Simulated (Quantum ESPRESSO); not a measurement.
**Ge: zone-centre phonons under several settings**

```xyz
4
Lattice="3.9976 0.0000 0.0000 -1.9988 3.4620 0.0000 0.0000 0.0000 6.5994" Properties=species:S:1:pos:R:3 pbc="T T T"
Ge    0.0000    2.3080    6.1843
Ge    1.9988    1.1540    2.8846
Ge    0.0000    2.3080    3.7148
Ge    1.9988    1.1540    0.4151
```

This isn't the form of Ge at room conditions, which is diamond.

All runs used Quantum ESPRESSO 7.5; k mesh 6 × 6 × 2, shifted; relaxed cell; no spin polarisation; cutoff 612 eV; occupations fermi-dirac, width 0.05 eV.

```csv
level,potentials,volume (Å³/atom),highest optical mode without the field (cm⁻¹)
LDA,GBRV 1.5 LDA,22.10,297
PBEsol,GBRV 1.5 PBEsol,?,?
```

**Question.** What stands in the row left open?

**Answer.** Volume 22.72 Å³/atom; highest optical mode without the field 292 cm⁻¹.

Caveats: all runs use coarse meshes; the mesh is thin for the phonons of a metal.

For the row left open. Caveat: the k mesh is coarse (spacing up to 0.48 Å⁻¹), so the values aren't converged; the mesh is thin for the phonons of a metal.
